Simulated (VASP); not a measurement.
**Ho: single point with PBE+U**

Crystal: Ho.

```
CELL_PARAMETERS angstrom
-2.19243 2.19243 2.19243
2.19243 -2.19243 2.19243
2.19243 2.19243 -2.19243
ATOMIC_POSITIONS crystal
Ho 0.00000 0.00000 0.00000
```

The cell was built by a generator and needn't be a form met in nature.

```json
{
  "Program": "VASP 6.6.1",
  "Task": "single point",
  "Functional": "PBE",
  "Potentials or basis": "VASP PAW PBE potentials, release 64 (Ho)",
  "Cutoff": "520 eV",
  "k mesh": "8 × 8 × 8",
  "Occupations": "gaussian, width 0.05 eV",
  "Spin": "collinear spin, twin_end start",
  "Starting moments": "[3.32] μB",
  "Hubbard terms": "Ho f U = 6.0 eV",
  "Dipole correction": "no",
  "Further INCAR settings": "ALGO = Fast; EDIFF = 1e-06; NBANDS = 20"
}
```

```
Pressure                                              : -6.9 GPa
Band gap on the k mesh                                : none (metal or under the smearing width)
Net moment                                            : 4.82 μB per cell
Site moments                                          : Ho +4.18 μB
Valence electrons inside the program's atomic spheres : Ho 18.21
```

Levels at points of the mesh, in eV from the Fermi level:
Spin up:
```csv
k point,band 11,band 12,band 13,band 14,band 15,band 16
"(0.00, 0.00, 0.00)",-8.75,-5.06,1.22,1.22,1.22,2.74
"(0.50, 0.00, 0.00)",-8.73,-2.17,-0.10,0.04,2.53,3.16
"(0.50, 0.50, 0.50)",-8.72,-1.26,-1.26,3.88,3.88,3.88
```
Spin down:
```csv
k point,band 5,band 6,band 7,band 8,band 9,band 10,band 11,band 12
"(0.00, 0.00, 0.00)",-6.76,-6.76,-6.76,-4.31,0.33,0.33,0.33,0.92
"(0.50, 0.00, 0.00)",-6.74,-6.73,-6.72,-1.44,0.26,0.29,0.31,0.74
"(0.50, 0.50, 0.50)",-6.71,-6.71,-6.71,-0.53,-0.53,0.25,0.25,0.25
```

Eigenvalues of the final occupation matrices:
| site | spin | trace | eigenvalues |
| --- | --- | --- | --- |
| site 1 f | 1 | 6.96 | 0.99 0.99 0.99 0.99 0.99 0.99 0.99 |
| site 1 f | 2 | 2.99 | 0.00 0.00 0.00 0.00 0.99 0.99 0.99 |

Run time: 5 min on 1 thread of Intel(R) Xeon(R) 6975P-C (Granite Rapids) (shared host), peak memory 0.21 GiB.

Caveat: the magnetic or orbital state may not be the lowest; spin-orbit coupling is left out, which moves the levels of the heavy elements. The state reached can hang on the start; a lower one may exist.
